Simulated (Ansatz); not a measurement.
# NaI and its competing phases

These are results of DFT PBE, scalar-relativistic, plane waves, PAW in Ansatz, not measurements. Settings: cutoff 420 eV, Γ-centred meshes spaced at most about 0.3 Å⁻¹ (2π included), Gaussian smearing. No spin polarisation.

The zero of energy is the elements' standard structures at the same level; no fitted shifts are applied.

These are static total energies at zero pressure. Spin–orbit coupling, which can matter for I, is left out. The reference form of I is held partly by dispersion forces, which this level lacks.

The competitors are the elements and 1 reference phase of this chemical system (from databases or known types: NaI), relaxed at the same level; other known phases may be missing.

The candidate was reached from: close-packed anion layers stacked ABAC.

```
Na I
1.0
     4.58560    0.00000    0.00000
    -2.29280    3.97124    0.00000
     0.00000    0.00000   15.28985
Na I
4 4
Direct
  0.66667 0.33333 0.12355
  0.66667 0.33333 0.37645
  0.33333 0.66667 0.62355
  0.33333 0.66667 0.87645
  0.00000 0.00000 0.00000
  0.33333 0.66667 0.25000
  0.00000 0.00000 0.50000
  0.66667 0.33333 0.75000
```

Q: Is it stable, and against what?

A: Too close to call. Its formation energy is -1.275 eV/atom. The lowest competing phase at this composition is this:

```
phase      space group  source  share of atoms  ΔE_f (eV/atom)
  NaI  Fm-3m (No. 225)     COD          1.0000          -1.280
```

The candidate lies level with this phase within the noise. The candidate matches no cell in the subsets of the Crystallography Open Database and the Materials Project at hand.
